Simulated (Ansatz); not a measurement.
## LaN (model cell, started as CsCl type): following an unstable mode

Which phase does LaN (model cell, started as CsCl type) fall into along its unstable mode, and how much energy does it gain?

Method: DFT PBEsol, scalar-relativistic, plane waves, PAW, in Ansatz 0.2.0.

Most raw output is cut from this account.

The structure was built from a prototype and need not be the compound's stable phase.

### 1. The starting structure

Symmetry: Pm-3m, No. 221, cubic system. The conventional cell has a = 3.124 Å, b = 3.124 Å, c = 3.124 Å, α = 90.00°, β = 90.00°, γ = 90.00°. Nearest to La lie 8 N at 2.71 Å. Nearest to N lie 8 La at 2.71 Å. Farther neighbours and most contacts between anions are not listed.

### 2. Response at finite wavevector

The cell comes from relaxations at this level that are not shown. Stability and thermal properties need the whole zone. Linear response on a 4×4×4 q mesh gives force constants as far as a supercell of that size would.

Input file input.yaml:

```yaml
crystal:
  lattice:
    - [3.1239275038, 0.0, 0.0]
    - [0.0, 3.1239275038, 0.0]
    - [0.0, 0.0, 3.1239275038]
  atoms:
    - { symbol: La, position: [0.0, 0.0, 0.0] }
    - { symbol: "N", position: [0.5, 0.5, 0.5] }
kpoints:
  mp_grid: { grid: [12, 12, 12] }
hamiltonian:
  xc: pbesol
scf:
  occupations: { method: methfessel_paxton, width: 0.15 }
output:
  eigenvalues: true
phonons:
  method: dfpt
  qmesh: [4, 4, 4]
  temperatures: { t_max: 1000, t_step: 50 }
  qpath:
    path:
      - [[0.0, 0.0, 0.0], [0.0, 0.5, 0.0], [0.5, 0.5, 0.0], [0.0, 0.0, 0.0], [0.5, 0.5, 0.5], [0.0, 0.5, 0.0]]
      - [[0.5, 0.5, 0.5], [0.5, 0.5, 0.0]]
    npoints: 10
```

Command:

```sh
ansatz run input.yaml --threads 4 --pin off --max-ram 7168MiB --backend cpu --events-out ev --progress --plain --runs-dir out
```

The job ended after 4.6 min (4 threads of Arm Neoverse N1, shared host; peak memory 1.4 GiB; 18 min of CPU time).

This step gave:

```yaml
volume_per_atom: 15.24 Å³
gap_on_the_k_mesh: 0 eV
sum_rule_residual_before_enforcement: 3.47e-4 eV/Å²
lowest_frequency_on_the_path: -287.4 cm⁻¹
point_group: m-3m
highest_frequency_on_the_path_or_at_a_solved_wavevector: 494.8 cm⁻¹
highest_optical_mode_at_the_zone_centre_no_lo_to_term: -287.4 cm⁻¹
lowest_optical_zone_centre_mode: -287.4 cm⁻¹
lowest_mode_on_the_q_mesh_acoustic_modes_at_gamma_apart: -287.4 cm⁻¹
```

Frequencies (cm⁻¹) solved at each irreducible wavevector; negative means imaginary. Frequencies by wavevector, by row:

```
q in reciprocal lattice units  star  mode 1  mode 2  mode 3  mode 4  mode 5  mode 6
                        0 0 0     1  -287.4  -287.4  -287.4       0       0       0
                     0 0 0.25     6  -136.9  -136.9    42.7    42.7   130.9   403.7
                     0 0 -0.5     3  -105.1  -105.1   161.5   163.8   163.8   494.8
                  0 0.25 0.25    12  -116.7    22.7    92.9   109.5   270.2   413.5
                  0 0.25 -0.5    12  -118.4    73.8    94.6   148.2   304.6   441.7
                  0 -0.5 -0.5     3    -126   -95.4   132.9   132.9   371.6   371.6
               0.25 0.25 0.25     8    74.6    81.2    81.2   293.2   293.2   380.6
               0.25 0.25 -0.5    12    27.5    69.7   132.1   276.9   320.8     411
               0.25 -0.5 -0.5     6      29   117.2   117.2   291.8   378.8   378.8
               -0.5 -0.5 -0.5     1   105.9   105.9   105.9   395.5   395.5   395.5
```

Interpolated from a 4×4×4 q mesh. The phonon branches at the labelled points (cm⁻¹):

```
    point  branch 1  branch 2  branch 3  branch 4  branch 5  branch 6
        Γ      -287      -287      -287         0         0         0
  halfway      -137      -137        43        43       131       404
        X      -105      -105       162       164       164       495
  halfway      -118        74        95       148       305       442
        M      -126       -95       133       133       372       372
  halfway      -117        23        93       110       270       414
        Γ      -287      -287      -287         0         0         0
  halfway        75        81        81       293       293       381
        R       106       106       106       396       396       396
  halfway        28        70       132       277       321       411
        X      -105      -105       162       164       164       495
jump to R       106       106       106       396       396       396
  halfway        29       117       117       292       379       379
        M      -126       -95       133       133       372       372
```

Symmetry leaves 10 wavevectors to solve. The lowest mode among them, the acoustic zeros apart, lies at Γ and is imaginary, 287.4i cm⁻¹, so the energy falls along it.

### 3. The mode frozen in, largest atomic shift 0 Å

The mode followed lies at q = (0, -0.5, -0.5) with frequency 126.0i cm⁻¹, one of the unstable modes though not the softest. At small amplitude the distorted cell has space group no. 129 by a symmetry search on the positions. The undistorted cell that holds it gives the zero of energy on the same k mesh.

System of this step: LaN (model cell, started as CsCl type). It takes space group Pm-3m (No. 221, cubic). The conventional cell has a = 3.124 Å, b = 3.124 Å, c = 3.124 Å, α = 90.00°, β = 90.00°, γ = 90.00°. La has 8 N at 2.71 Å nearest. N has 8 La at 2.71 Å nearest. Farther neighbours and most contacts between anions are not listed.

Input file input.yaml:

```yaml
crystal:
  lattice:
    - [-3.1239275038, 0.0, 0.0]
    - [0.0, -3.1239275038, -3.1239275038]
    - [0.0, -3.1239275038, 3.1239275038]
  atoms:
    - { symbol: La, position: [0.0, 0.5, 0.5] }
    - { symbol: La, position: [0.0, 0.0, 0.0] }
    - { symbol: "N", position: [0.5, 0.0, 0.5] }
    - { symbol: "N", position: [0.5, 0.5, 0.0] }
kpoints:
  mp_grid: { grid: [12, 8, 8] }
hamiltonian:
  xc: pbesol
scf:
  occupations: { method: methfessel_paxton, width: 0.15 }
output:
  forces: true
  stress: true
  eigenvalues: true
```

Elapsed: 3.4 s, on 4 threads; peak memory 0.42 GiB.

This step gave:

```yaml
pressure: 0.02170 GPa
energy_from_the_undistorted_cell: 0 meV/atom
```

The run ends at a pressure of 0.02 GPa.

### 4. The mode frozen in, largest atomic shift 0.6 Å

The atoms are moved along the unstable eigenvector, the largest shift by 0.6 Å, with the cell fixed.

input.yaml, the sections that differ from step 3:

```yaml
crystal:
  lattice:
    - [-3.1239275038, 0.0, 0.0]
    - [0.0, -3.1239275038, -3.1239275038]
    - [0.0, -3.1239275038, 3.1239275038]
  atoms:
    - { symbol: La, position: [0.1920659168, 0.5, 0.5] }
    - { symbol: La, position: [-0.1920659168, 0.0, 0.0] }
    - { symbol: "N", position: [0.5, 0.0, 0.5] }
    - { symbol: "N", position: [0.5, 0.5, 0.0] }
# kpoints, hamiltonian, scf, output: as in step 3
```

Elapsed: 3.8 s, on 4 threads; peak memory 0.42 GiB.

This step gave:

- pressure: 10.35 GPa
- gap on the k-mesh: 0.1591 eV
- energy from the undistorted cell: -287.8 meV/atom

The energy, extrapolated to zero smearing, is -287.81 meV/atom against the undistorted cell.

The run ends at a pressure of 10.35 GPa, with forces up to 0.46 eV/Å.

### 5. Energy along the mode, all amplitudes (two of the runs are shown above)

An imaginary frequency means negative curvature, so the energy should fall and then rise again as anharmonic terms take over.

Numbers from this step:

```yaml
depth_at_the_lowest_point_sampled: 287.8 meV/atom
largest_atomic_shift_at_that_point: 0.6 Å
```

The energy from the parent by largest atomic shift:

```csv
largest atomic shift (Å),energy from the parent (meV/atom)
0.000,0
0.040,-3.26
0.080,-13.0
0.140,-39.2
0.220,-92.3
0.320,-173
0.450,-263
0.600,-288
```

Displacement at unit largest shift by atom:

| atom | x (Å) | y (Å) | z (Å) | size |
| --- | --- | --- | --- | --- |
| La1 | -1.00 | 0.00 | 0.00 | 1.00 |
| La2 | 1.00 | 0.00 | 0.00 | 1.00 |
| N3 | 0.00 | 0.00 | 0.00 | 0.00 |
| N4 | 0.00 | 0.00 | 0.00 | 0.00 |

The lowest of the steps tried is the last one, at 0.6 Å, 288 meV/atom below the parent; the bottom of the well need not coincide with a step.

### 6. Relaxing from the distorted cell

Starting from the lowest point found, all atoms and the cell are let go, so that strain and other modes of the same symmetry can join in.

Edit input.yaml of step 4 so:

```diff
@@ -20 +20,6 @@
   eigenvalues: true
+relax:
+  adjacent_minimum: "off"
+  f_tol: 0.002
+  max_steps: 120
+  cell: { stress_tol: 0.03 }
```

The job ended after 64 s (4 threads; peak memory 0.47 GiB; 4.1 min of CPU time).

Step by step:

```
step  energy less that of the first step (eV)  largest force component (eV/Å)  pressure (GPa)  volume (Å³)
   1                                   0.0000                          0.4595           10.35        60.97
   2                                  -0.3154                          0.3537            1.78        64.29
   3                                  -0.4422                          0.3016           -0.59        66.67
   4                                  -0.4718                          0.2311            1.67        66.59
   5                                  -0.4892                          0.0861            0.86        67.78
   6                                  -0.4893                          0.0155           -0.21        68.33
   7                                  -0.4896                          0.0006            0.00        68.20
  8*                                  -0.5363                          0.0006            0.81        68.20
   9                                  -0.5412                          0.0068            0.18        69.17
  10                                  -0.5411                          0.0034            0.03        69.54
  11                                  -0.5410                          0.0118           -0.06        69.58
  12                                  -0.5411                          0.0001            0.00        69.56
 13*                                  -0.5438                          0.0002            0.01        69.56
  14                                  -0.5437                          0.0001            0.00        69.60
 15*                                  -0.5438                          0.0001            0.00        69.60
```

Relaxation steps marked * repeat the geometry before them on a plane-wave basis chosen anew for their cell, so energy and pressure can jump there. Relaxation step 11 was tried and not accepted.

Forces are held to the 16 operations that the run works with; a distortion that breaks them can't arise in this run.

```csv
cell as run,before,after,change
a (Å),3.124,3.612,+15.6 %
b (Å),4.418,4.390,-0.6 %
c (Å),4.418,4.390,-0.6 %
volume (Å³/atom),15.24,17.40,+14.2 %
```

The atoms that moved most (Å, as changes of fractional coordinates times the final cell):

```csv
atom,dx,dy,dz,length
La1,-0.110,0.000,0.000,0.110
La2,0.110,0.000,0.000,0.110
```

Final coordinates:

```xyz
4
Lattice="-3.6118 0.0000 0.0000 0.0000 -3.1041 -3.1041 0.0000 -3.1041 3.1041" Properties=species:S:1:pos:R:3 pbc="T T T"
La   -0.8033   -3.1041    0.0000
La    0.8033    0.0000    0.0000
N    -1.8059   -1.5520    1.5520
N    -1.8059   -1.5520   -1.5520
```

Numbers from this step:

- pressure: -8.22e-4 GPa
- volume per atom: 17.40 Å³
- gap on the k-mesh: 1.369 eV

The distorted start has space group P4/nmm; the relaxation ends in P4/nmm.

### 7. The new phase in its own primitive cell

The relaxed structure is symmetrised, reduced to its primitive cell and relaxed tightly, as its phonons need.

Input file input.yaml:

```yaml
crystal:
  lattice:
    - [4.3898558153, 0.0, 0.0]
    - [0.0, 4.3898558153, 0.0]
    - [0.0, 0.0, 3.6118122347]
  atoms:
    - { symbol: La, position: [0.5, 0.0, 0.2223987816] }
    - { symbol: La, position: [0.0, 0.5, 0.7776012184] }
    - { symbol: "N", position: [0.0, 0.0, 0.5] }
    - { symbol: "N", position: [0.5, 0.5, 0.5] }
kpoints:
  mp_grid: { grid: [6, 6, 8] }
hamiltonian:
  xc: pbesol
scf:
  occupations: { method: fixed }
output:
  forces: true
  stress: true
  eigenvalues: true
relax:
  adjacent_minimum: "off"
  f_tol: 0.001
  max_steps: 60
  cell: { stress_tol: 0.01 }
```

Wall time 9.3 s (4 threads); peak memory 0.41 GiB; 35 s of CPU time.

Little changed from the start: no atom moved by 0.005 Å and no cell edge by 0.1 %.

This step gave:

- pressure: 3.16e-4 GPa
- gap on the k-mesh: 1.344 eV
- direct gap on mesh: 1.609 eV

The largest force component left is 0.17 meV/Å and the pressure is 0.000 GPa, within the tolerances set. The cell now holds 17.40 Å³/atom.

### 8. Modes of the new phase, k-mesh 6×6×8, occupations fixed

A relaxed structure may still be a saddle point, so its zone-centre modes are computed. The response to a homogeneous field gives the Born charges and the dielectric tensor, and its change with displacement the Raman tensors.

Input file input.yaml:

```yaml
crystal:
  lattice:
    - [4.3895389454, 0.0, 0.0]
    - [0.0, 4.3895389454, 0.0]
    - [0.0, 0.0, 3.6126261818]
  atoms:
    - { symbol: La, position: [0.5, 0.0, 0.2224099952] }
    - { symbol: La, position: [0.0, 0.5, 0.7775900048] }
    - { symbol: "N", position: [0.0, 0.0, 0.5] }
    - { symbol: "N", position: [0.5, 0.5, 0.5] }
kpoints:
  mp_grid: { grid: [6, 6, 8] }
hamiltonian:
  xc: pbesol
scf:
  occupations: { method: fixed }
output:
  eigenvalues: true
phonons:
  method: dfpt
  dielectric: true
  rigid_motions: translations
  raman: true
```

The job ended after 6.8 min (4 threads; peak memory 1.7 GiB; 26 min of CPU time).

This step gave:

```
sum-rule residual before enforcement                    : 1.07e-4 eV/Å²
miss of the charge sum rule                             : 8.26e-4 e
estimated error of the dielectric tensor                : 0.03428
estimated error of the Born charges                     : 0.01558 e
point group                                             : 4/mmm
highest optical mode at the zone centre (no LO-TO term) : 421.2 cm⁻¹
lowest optical zone-centre mode                         : 155.0 cm⁻¹
mean high-frequency dielectric constant                 : 9.942
largest Born charge (third of the trace)                : 4.092 e
mean static dielectric constant                         : 35.07
top of the zone-centre spectrum with the field          : 550.9 cm⁻¹
```

Patterns of degenerate modes are one choice out of their space. The modes at Γ (shares of kinetic energy by element, %):

```
mode  frequency (cm⁻¹)  symmetry  La %  N %
   1               0.0  acoustic    91    9
   2               0.0  acoustic    91    9
   3               0.0  acoustic    91    9
   4             155.0        Eg   100    0
   5             155.0        Eg   100    0
   6             159.4       A1g   100    0
   7             227.4       B1g     0  100
   8             271.2        Eu     9   91
   9             271.2        Eu     9   91
  10             342.8       A2u     9   91
  11             421.2        Eg     0  100
  12             421.2        Eg     0  100
```

Displacements in mode 4 (155.0 cm⁻¹), the largest set to 1:
```
La1  0.34  1.00  0.00
La2 -0.34 -1.00  0.00
N3  -0.02  0.06  0.00
N4   0.02 -0.06  0.00
```

Displacements in mode 10 (342.8 cm⁻¹), the largest set to 1:
```
La1  0.00  0.00 -0.10
La2  0.00  0.00 -0.10
N3   0.00  0.00  1.00
N4   0.00  0.00  1.00
```

Optical modes at the zone centre, without and with the macroscopic field of the longitudinal modes; each column is sorted by frequency, so a row need not hold one and the same mode. Modes with and without the field, by row:

```csv
rank among optical modes,no field (cm⁻¹),"q along (1, 0, 0) (cm⁻¹)","q along (0, 0, 1) (cm⁻¹)"
1,155,155,155
2,155,155,155
3,159.4,159.4,159.4
4,227.4,227.4,227.4
5,271.2,271.2,271.2
6,271.2,342.8,271.2
7,342.8,421.2,421.2
8,421.2,421.2,421.2
9,421.2,550.9,473.6
```

Born charge (rows field, columns displacement) (e), principal values of the symmetric part by kind of site:

| atom | atoms with these values | low | middle | high | mean |
| --- | --- | --- | --- | --- | --- |
| La1 | 2 | 2.79 | 4.74 | 4.74 | 4.09 |
| N3 | 2 | -4.74 | -4.74 | -2.79 | -4.09 |

In full for N3:

```
-4.74  0.00  0.00
 0.00 -4.74  0.00
 0.00  0.00 -2.79
```

High-frequency dielectric tensor:

```
10.88  0.00  0.00
 0.00 10.88  0.00
 0.00  0.00  8.07
```

Static dielectric tensor (ions relaxed, fixed cell):

```
44.90  0.00  0.00
 0.00 44.90  0.00
 0.00  0.00 15.41
```

Transverse modes. Lines of the infrared spectrum (strongest = 100):

| position (cm⁻¹) | label | relative intensity |
| --- | --- | --- |
| 155 | Eg | 0.0 |
| 159 | A1g | 0.0 |
| 227 | B1g | 0.0 |
| 271 | Eu | 100 |
| 343 | A2u | 17 |
| 421 | Eg | 0.0 |

Activity x (w_L - w)^4 (n + 1)/w, 532 nm, 300 K; the tensors are static ones, while 532 nm light lies above the computed direct gap, where resonance would change the heights; modes without the macroscopic field alone. Raman lines, with heights relative to the strongest:

| position (cm⁻¹) | label | relative intensity |
| --- | --- | --- |
| 155 | Eg | 6.4 |
| 159 | A1g | 24 |
| 227 | B1g | 100 |
| 271 | Eu | 0.0 |
| 343 | A2u | 0.0 |
| 421 | Eg | 41 |

Before it was imposed, the acoustic sum rule was missed by 1.1e-4 eV/Å² and the charge sum rule by 8.3e-4 e. Small misses are needed for a sound result but don't prove that mesh and cutoff are converged. The lowest optical mode is real, 155 cm⁻¹.

The log warns of the k mesh: “the force constants stand on the 6×6×8 k-mesh, whose period is 13.16 times the interband length at k = (0.1667, 0.3333, -0.5000), direct gap 3.719 eV, under 14: take them and everything formed from them as unconverged”.

### 9. The phases reached

The phases reached along the modes that were followed are set side by side.

Energies are those of the first relaxation, on the mesh of the frozen mode; space group, volume and gap are those of the last relaxation. Phases, by row:

```csv
mode frozen in,space group,energy from parent (meV/atom),volume (Å³/atom),gap on mesh (eV),lowest zone-centre optical mode (cm⁻¹),largest shift (Å)
parent,Pm-3m,0,15.24,0,–,–
"q = (0, 0, 0), 287i cm⁻¹",P4mm,-31,15.82,0,-207.6,0.194
"q = (0, 0, 0), 287i cm⁻¹",R3m,-515.9,18.22,0.775,182.7,0.126
"q = (0, 0, 0), 287i cm⁻¹",P-6m2,-277.4,17.17,0,-179.5,0.508
"q = (0, -0.5, -0.5), 126i cm⁻¹",P4/nmm,-423.7,17.4,1.344,155,0.803
```

### 10. Results

```json
{
 "unstable mode of the parent": "q = (0, -0.5, -0.5), 126i cm⁻¹",
 "depth at the lowest point sampled": "288 meV/atom",
 "largest atomic shift at that point": "0.6 Å",
 "space group reached (within 0.01 Å)": "P4/nmm",
 "energy gained over the parent (first relaxation, on the mesh of the frozen mode)": "424 meV/atom",
 "volume per atom, phase reached": "17.4 Å³",
 "gap on the k-mesh, phase reached": "1.34 eV",
 "lowest optical zone-centre mode, phase reached": "155 cm⁻¹",
 "highest optical mode at the zone centre (no LO-TO term), phase reached": "421 cm⁻¹"
}
```

Along this mode the structure falls into P4/nmm, 424 meV/atom below the parent. At the parent's cell the well is 287.8 meV/atom deep on the steps tried, with its lowest point at a shift of 0.6 Å. That is the last step tried, so the steps alone don't bracket the bottom of the well. Relaxing atoms and cell changes the gain by +135.89 meV/atom against the lowest step (energies at zero smearing). The new phase has no imaginary mode at the zone centre of its cell; other wavevectors were not checked. Of the 4 patterns followed to their end from this parent, this one ends 92.2 meV/atom above the lowest, R3m. Each path keeps the symmetry of its pattern, so a lower phase may lie along a pattern not tried. With the field response the log warns that the k mesh is coarse for the force constants too, so the frequencies may not be converged. With no gap, or one that is small against the smearing, the frequencies hang on the k mesh and the smearing, most of all near Kohn anomalies. A semilocal functional can close a gap that the real compound would have, so the metallic treatment may be an artefact of the level. Spin-orbit coupling is left out, which can matter for the heavy elements here. A phonon run warned that its eigensolver left some bands unconverged in a pass. The starting cell was built on a prototype and not taken from a measurement, so the phase need not exist.

[Logs are printed without paths, hosts, clocks, repeated set-up lines and the standing remarks that a program may print on its own settings, such as how far it seeks lower states.]

[Hosts, paths, dates, database ids (printed as entryN), source tags and the programs' standing remarks are cut or masked in the printed files.]
